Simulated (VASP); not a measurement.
# Ge (Fd-3m) in VASP: band structure with PBE

Aim: the band structure of Ge with PBE.

Program: VASP 6.6.1. These are calculated values, not measurements. Logs are shortened: lines on timing, memory, paths and dates and some standing lists are left out, and cuts for length are marked.

**The experiment to reproduce.**

From “Electronic and optical properties of SixGe1-x-ySny alloys lattice-matched to Ge”, 2021, arxiv:2109.02782, for a bulk crystal of Ge at 300 K: band gap 0.807 eV (direct).

The results are compared with them further down.

## (1) The structure

Symmetry: Fd-3m, No. 227, cubic system. Conventional cell: a = 5.758 Å, b = 5.758 Å, c = 5.758 Å, α = 90.00°, β = 90.00°, γ = 90.00°. Ge (site symmetry -43m) is surrounded by 4 Ge at 2.49 Å.

## (2) Band structure, PBE

File INCAR:

```
SYSTEM = Ge
  PREC = Accurate
  ENCUT = 520
  EDIFF = 1E-7
  ISMEAR = 0
  SIGMA = 0.02
  LREAL = .False.
  LASPH = .True.
  NELM = 80
  ALGO = Fast
  ISIF = 2
  LWAVE = .False.
  LCHARG = .False.
  GGA = PE
  NBANDS = 21
  AMIX = 0.2
```

File KPOINTS:

```
regular mesh
0
Gamma
  10 10 10
  0 0 0
```

File POSCAR:

```
Ge                                      
1.0
   -0.0000000000      2.8792365518      2.8792365518
    2.8792365518     -0.0000000000      2.8792365518
    2.8792365518      2.8792365518     -0.0000000000
  Ge            
     2
Direct
     0.0000000000000000    0.0000000000000000    0.0000000000000000
     0.2500000000000000    0.2500000000000000    0.2500000000000000
```

File KPOINTS_OPT:

```
path GXWKGLUWLK,UX
15
line-mode
reciprocal
 0.0000000000  0.0000000000  0.0000000000  G
 0.5000000000  0.0000000000  0.5000000000  X

 0.5000000000  0.0000000000  0.5000000000  X
 0.5000000000  0.2500000000  0.7500000000  W

 0.5000000000  0.2500000000  0.7500000000  W
 0.3750000000  0.3750000000  0.7500000000  K

 0.3750000000  0.3750000000  0.7500000000  K
 0.0000000000  0.0000000000  0.0000000000  G

 0.0000000000  0.0000000000  0.0000000000  G
 0.5000000000  0.5000000000  0.5000000000  L

 0.5000000000  0.5000000000  0.5000000000  L
 0.6250000000  0.2500000000  0.6250000000  U

 0.6250000000  0.2500000000  0.6250000000  U
 0.5000000000  0.2500000000  0.7500000000  W

 0.5000000000  0.2500000000  0.7500000000  W
 0.5000000000  0.5000000000  0.5000000000  L

 0.5000000000  0.5000000000  0.5000000000  L
 0.3750000000  0.3750000000  0.7500000000  K

 0.6250000000  0.2500000000  0.6250000000  U
 0.5000000000  0.0000000000  0.5000000000  X
```

Potentials or basis: VASP PAW PBE potentials, release 64 (Ge_d).

Run with:

```
> cat potpaw_PBE.64/Ge_d/POTCAR > POTCAR
> mpirun -np 1 vasp_std > vasp.out
```

OUTCAR:

```text
SYSTEM = Ge
   PREC = Accurate
   ENCUT = 520
   EDIFF = 1E-7
   ISMEAR = 0
   LREAL = .False.
   LASPH = .True.
   NELM = 80
   ISIF = 2
   GGA = PE
   AMIX = 0.2

 ion  position               nearest neighbor table
   1  0.000  0.000  0.000-   2 2.49   2 2.49   2 2.49   2 2.49
   2  0.250  0.250  0.250-   1 2.49   1 2.49   1 2.49   1 2.49

  LATTYP: Found a face centered cubic cell.
 ALAT       =     5.7584731036

  Lattice vectors:

 A1 = (   0.0000000000,   2.8792365518,   2.8792365518)
 A2 = (   2.8792365518,   0.0000000000,   2.8792365518)
 A3 = (   2.8792365518,   2.8792365518,   0.0000000000)

Analysis of symmetry for initial positions (statically):
=====================================================================
 Subroutine PRICEL returns:
 Original cell was already a primitive cell.

 Routine SETGRP: Setting up the symmetry group for a
 face centered cubic supercell.

 Subroutine GETGRP returns: Found 48 space group operations
 (whereof 24 operations were pure point group operations)
 out of a pool of 48 trial point group operations.

The static configuration has the point symmetry T_d .
 The point group associated with its full space group is O_h .

Analysis of symmetry for dynamics (positions and initial velocities):
=====================================================================
 Subroutine PRICEL returns:
 Original cell was already a primitive cell.

 Routine SETGRP: Setting up the symmetry group for a
 face centered cubic supercell.

 Subroutine GETGRP returns: Found 48 space group operations
 (whereof 24 operations were pure point group operations)
 out of a pool of 48 trial point group operations.

The dynamic configuration has the point symmetry T_d .
 The point group associated with its full space group is O_h .

 Subroutine INISYM returns: Found 48 space group operations
 (whereof 24 operations are pure point group operations),
 and found     1 'primitive' translations

----------------------------------------------------------------------------------------

                                     Primitive cell

  volume of cell :      47.7378

  direct lattice vectors                    reciprocal lattice vectors
     0.000000000  2.879236552  2.879236552    -0.173657145  0.173657145  0.173657145
     2.879236552  0.000000000  2.879236552     0.173657145 -0.173657145  0.173657145
     2.879236552  2.879236552  0.000000000     0.173657145  0.173657145 -0.173657145

  length of vectors
     4.071855381  4.071855381  4.071855381     0.300782999  0.300782999  0.300782999

  position of ions in fractional coordinates (direct lattice)
     0.000000000  0.000000000  0.000000000
     0.250000000  0.250000000  0.250000000

  ion indices of the primitive-cell ions
   primitive index   ion index
                 1           1
                 2           2

----------------------------------------------------------------------------------------

 KPOINTS: regular mesh

Automatic generation of k-mesh.
 Grid dimensions read from file:
 generate k-points for:   10   10   10

 Generating k-lattice:

  Cartesian coordinates                     Fractional coordinates (reciprocal lattice)
    -0.017365715  0.017365715  0.017365715     0.100000000  0.000000000  0.000000000
     0.017365715 -0.017365715  0.017365715     0.000000000  0.100000000  0.000000000
     0.017365715  0.017365715 -0.017365715     0.000000000  0.000000000  0.100000000

  Length of vectors
     0.030078300  0.030078300  0.030078300

  Shift w.r.t. Gamma in fractional coordinates (k-lattice)
     0.000000000  0.000000000  0.000000000

 Subroutine IBZKPT returns following result:
 ===========================================

 Found     47 irreducible k-points:

 Following reciprocal coordinates:
            Coordinates               Weight
  0.000000  0.000000  0.000000      1.000000
  0.100000  0.000000  0.000000      8.000000
  0.200000  0.000000  0.000000      8.000000
  0.300000  0.000000  0.000000      8.000000
  0.400000  0.000000  0.000000      8.000000
  0.500000  0.000000  0.000000      4.000000
[... 16 lines left out ...]
  0.300000  0.300000  0.000000      6.000000
  0.400000  0.300000  0.000000     24.000000
 [... further k-points ...]
   k-points           NKPTS =     47   k-points in BZ     NKDIM =     47   number of bands    NBANDS=     21
   number of dos      NEDOS =    301   number of ions     NIONS =      2
   total plane-waves  NPLWV =  27000
   dimension x,y,z NGX =    30 NGY =   30 NGZ =   30
   dimension x,y,z NGXF=    60 NGYF=   60 NGZF=   60
   ions per type =               2
   NGX,Y,Z   is equivalent  to a cutoff of  12.25, 12.25, 12.25 a.u.
   NGXF,Y,Z  is equivalent  to a cutoff of  24.50, 24.50, 24.50 a.u.
 SYSTEM =  Ge
   PREC   = accura    normal or accurate (medium, high low for compatibility)
   ISTART =      0    job   : 0-new  1-cont  2-samecut
   ICHARG =      2    charge: 1-file 2-atom 10-const
   ISPIN  =      1    spin polarized calculation?
   LNONCOLLINEAR =      F non collinear calculations
   LSORBIT =      F    spin-orbit coupling
   LASPH  =      T    aspherical Exc in radial PAW
   ENCUT  =  520.0 eV  38.22 Ry    6.18 a.u.   7.57  7.57  7.57*2*pi/ulx,y,z
   NELM   =     80;   NELMIN=  2; NELMDL= -5     # of ELM steps
   EDIFF  = 0.1E-06   stopping-criterion for ELM
   LREAL  =      F    real-space projection
   EDIFFG = 0.1E-05   stopping-criterion for IOM
   NSW    =      0    number of steps for IOM
   IBRION =     -1    ionic relax: 0-MD 1-quasi-New 2-CG
   NFREE  =      0    steps in history (QN), initial steepest desc. (CG)
   ISIF   =      2    stress and relaxation
   ISYM   =      2    0-nonsym 1-usesym 2-fastsym
   POTIM  = 0.5000    time-step for ionic-motion
   TEBEG  =    0.0;   TEEND  =   0.0 temperature during run
   PSTRESS=    0.0 pullay stress
   NELECT =      28.0000    total number of electrons
   NUPDOWN=      -1.0000    fix difference up-down
   EMIN   =  10.00;   EMAX   =-10.00  energy-range for DOS
   EFERMI =   0.00;   METHOD = LEGACY
   ISMEAR =     0;   SIGMA  =   0.02  broadening in eV -4-tet -1-fermi 0-gaus
   EFERMI_NEDOS =   21; number of points for ismear=-14 and -15
   IALGO  =     68    algorithm
   IMIX   =      4    mixing-type and parameters
     AMIX     =   0.20;   BMIX     =  1.00
     AMIX_MAG =   0.80;   BMIX_MAG =  1.00
  volume/ion in A,a.u.               =      23.87       161.08
  Fermi-wavevector in a.u.,A,eV,Ry     =   1.370377  2.589638 25.550843  1.877934
  Thomas-Fermi vector in A             =   2.496169
   LORBIT       =      0    0 simple, 1 ext, 2 COOP (PROOUT), +10 PAW based schemes
   GGA     = PE    functional components
   LHFCALC =     F    Hartree Fock is set to
   AEXX    =    0.0000 exact exchange contribution
   IVDW    =     0    specifies the selected vdW correction
   LEPSILON=     F    determine dielectric tensor
   LRPA    =     F    only Hartree local field effects (RPA)
 non-spin polarized calculation
 RMM-DIIS sequential band-by-band and
 Gauss-broadening in eV      SIGMA  =   0.02
  energy-cutoff  :      520.00
  volume of cell :       47.74
 maximum number of plane-waves:      1307
   NGX = 15   NGY = 15   NGZ = 15

 number of electron      27.9999980 magnetization

 Free energy of the ion-electron system (eV)
  ---------------------------------------------------
  ext. energy  EPLUGINS =         0.00000000
  ---------------------------------------------------
  free energy    TOTEN  =        -9.03362697 eV

  energy without entropy =       -9.03358450  energy(sigma->0) =       -9.03360573

 E-fermi :   4.4953     XC(G=0):  -9.6755

 val. band max:        4.4913151025   @ k =   0.0000   0.0000   0.0000
 cond. band min:       4.5199215562   @ k =   0.5000   0.0000   0.0000
 fundamental gap:      0.0286064537
 Fermi energy:         4.4953333908

 k-point     1 :       0.0000    0.0000    0.0000
  band No.  band energies     occupation
      1     -20.2562      2.00000
      2     -20.2562      2.00000
      3     -20.2562      2.00000
      4     -20.2240      2.00000
      5     -20.2240      2.00000
      6     -20.0403      2.00000
[... 13 lines left out ...]
     20      13.8331      0.00000
     21      13.8331      0.00000

 k-point     2 :       0.1000    0.0000    0.0000
  band No.  band energies     occupation
      1     -20.2612      2.00000
      2     -20.2612      2.00000
      3     -20.2548      2.00000
      4     -20.2173      2.00000
      5     -20.2173      2.00000
      6     -20.0489      2.00000
[... 13 lines left out ...]
     20      13.1704      0.00000
     21      13.1704      0.00000

 k-point     3 :       0.2000    0.0000    0.0000
  band No.  band energies     occupation
      1     -20.2689      2.00000
      2     -20.2689      2.00000
      3     -20.2509      2.00000
      4     -20.2050      2.00000
      5     -20.2050      2.00000
      6     -20.0597      2.00000
[... 13 lines left out ...]
     20      12.6863      0.00000
     21      12.6863      0.00000

 k-point     4 :       0.3000    0.0000    0.0000
  band No.  band energies     occupation
      1     -20.2743      2.00000
      2     -20.2743      2.00000
      3     -20.2461      2.00000
      4     -20.1948      2.00000
      5     -20.1948      2.00000
      6     -20.0675      2.00000
[... 13 lines left out ...]
     20      13.0258      0.00000
     21      13.0258      0.00000

 k-point     5 :       0.4000    0.0000    0.0000
  band No.  band energies     occupation
      1     -20.2770      2.00000
      2     -20.2770      2.00000
      3     -20.2420      2.00000
      4     -20.1892      2.00000
      5     -20.1892      2.00000
      6     -20.0714      2.00000
[... 13 lines left out ...]
     20      14.1837      0.00000
     21      14.1837      0.00000
[... 382 lines left out ...]
     20      13.5967      0.00000
     21      15.5775      0.00000

 k-point    22 :      -0.2000    0.2000    0.0000
  band No.  band energies     occupation
      1     -20.2818      2.00000
      2     -20.2817      2.00000
      3     -20.2324      2.00000
      4     -20.1959      2.00000
      5     -20.1761      2.00000
      6     -20.0887      2.00000
[... 13 lines left out ...]
     20      14.1018      0.00000
     21      14.5771      0.00000

 k-point    23 :       0.3000    0.3000    0.0000
  band No.  band energies     occupation
      1     -20.2769      2.00000
      2     -20.2769      2.00000
      3     -20.2556      2.00000
      4     -20.1828      2.00000
      5     -20.1467      2.00000
      6     -20.1358      2.00000
[... 13 lines left out ...]
     20      15.3219      0.00000
     21      15.3798      0.00000

 k-point    24 :       0.4000    0.3000    0.0000
  band No.  band energies     occupation
      1     -20.2857      2.00000
      2     -20.2809      2.00000
      3     -20.2413      2.00000
      4     -20.1697      2.00000
      5     -20.1510      2.00000
      6     -20.1318      2.00000
[... 13 lines left out ...]
     20      15.7964      0.00000
     21      16.0147      0.00000

 [... further k-points ...]

------------------------ aborting loop because EDIFF is reached ----------------------------------------

  FORCE on cell =-STRESS in cart. coord.  units (eV):
  Direction    XX          YY          ZZ          XY          YZ          ZX
  --------------------------------------------------------------------------------------
  -------------------------------------------------------------------------------------
  Total        0.0087205      0.0087205      0.0087205      0.0000000      0.0000000      0.0000000
  in kB        0.2926784      0.2926784      0.2926784      0.0000000      0.0000000      0.0000000
  external PRESSURE =       0.2926784 kB  Pullay stress =       0.0000000 kB

 VOLUME and BASIS-vectors are now :
 -----------------------------------------------------------------------------
  energy-cutoff  :      520.00
  volume of cell :       47.74
      direct lattice vectors                 reciprocal lattice vectors
     0.000000000  2.879236552  2.879236552    -0.173657145  0.173657145  0.173657145
     2.879236552  0.000000000  2.879236552     0.173657145 -0.173657145  0.173657145
     2.879236552  2.879236552  0.000000000     0.173657145  0.173657145 -0.173657145

 POSITION                                       TOTAL-FORCE (eV/Angst)
 -----------------------------------------------------------------------------------
      0.00000      0.00000      0.00000        -0.000000     -0.000000      0.000000
      1.43962      1.43962      1.43962         0.000000      0.000000     -0.000000
 -----------------------------------------------------------------------------------
    total drift:                                0.000000     -0.000000      0.000000

  FREE ENERGIE OF THE ION-ELECTRON SYSTEM (eV)
  ---------------------------------------------------
  free  energy   TOTEN  =        -9.0336269656 eV

  energy  without entropy=       -9.0335844992  energy(sigma->0) =       -9.03360573
```

It took 2.3 min on 1 thread of AMD EPYC 7R13 (Zen 3), shared host; peak memory 0.18 GiB.

Results:

* Free energy: -9.0336 eV
* Pressure: 0.0 GPa
* Band gap along the path: none (metal or under the smearing width)

Levels at the corners of the path, in eV from the Fermi level:
| point | band 11 | band 12 | band 13 | band 14 | band 15 | band 16 | band 17 | band 18 |
| --- | --- | --- | --- | --- | --- | --- | --- | --- |
| Γ | -12.38 | -0.44 | 0.00 | 0.00 | 0.00 | 2.53 | 2.53 | 2.53 |
| X | -8.70 | -8.70 | -2.90 | -2.90 | 0.81 | 0.81 | 9.08 | 9.08 |
| X | -8.70 | -8.70 | -2.90 | -2.90 | 0.81 | 0.81 | 9.08 | 9.08 |
| W | -8.61 | -8.61 | -3.66 | -3.66 | 4.11 | 4.11 | 4.68 | 4.68 |
| W | -8.61 | -8.61 | -3.66 | -3.66 | 4.11 | 4.11 | 4.68 | 4.68 |
| K | -9.16 | -8.13 | -4.07 | -2.48 | 1.18 | 3.97 | 6.89 | 7.12 |
| K | -9.16 | -8.13 | -4.07 | -2.48 | 1.18 | 3.97 | 6.89 | 7.12 |
| Γ | -12.38 | -0.44 | 0.00 | 0.00 | 0.00 | 2.53 | 2.53 | 2.53 |
| Γ | -12.38 | -0.44 | 0.00 | 0.00 | 0.00 | 2.53 | 2.53 | 2.53 |
| L | -10.42 | -7.37 | -1.33 | -1.33 | 0.02 | 3.71 | 3.71 | 7.10 |
| L | -10.42 | -7.37 | -1.33 | -1.33 | 0.02 | 3.71 | 3.71 | 7.10 |
| U | -9.16 | -8.13 | -4.07 | -2.48 | 1.18 | 3.97 | 6.89 | 7.12 |
| U | -9.16 | -8.13 | -4.07 | -2.48 | 1.18 | 3.97 | 6.89 | 7.12 |
| W | -8.61 | -8.61 | -3.66 | -3.66 | 4.11 | 4.11 | 4.68 | 4.68 |
| W | -8.61 | -8.61 | -3.66 | -3.66 | 4.11 | 4.11 | 4.68 | 4.68 |
| L | -10.42 | -7.37 | -1.33 | -1.33 | 0.02 | 3.71 | 3.71 | 7.10 |
| L | -10.42 | -7.37 | -1.33 | -1.33 | 0.02 | 3.71 | 3.71 | 7.10 |
| K | -9.16 | -8.13 | -4.07 | -2.48 | 1.18 | 3.97 | 6.89 | 7.12 |
| U | -9.16 | -8.13 | -4.07 | -2.48 | 1.18 | 3.97 | 6.89 | 7.12 |
| X | -8.70 | -8.70 | -2.90 | -2.90 | 0.81 | 0.81 | 9.08 | 9.08 |

Caveat: this crystal is a semiconductor, whose small gap the functional closes, so the metal is an error of the method.

## (3) Comparison with measurements

Step 2. Measured gap of Ge: 0.807 eV (direct; 300 K; “Electronic and optical properties of SixGe1-x-ySny alloys lattice-matched to Ge”, 2021, arxiv:2109.02782). This calculation gives 0.00 eV (-0.81 eV). 3 values of this kind are on record (0.666 to 0.807 eV); this one was drawn at random among those near their median. Spin-orbit coupling on Ge is left out. The value is that of PBE, without temperature or zero-point motion. Semilocal functionals fall short of measured gaps as a rule.
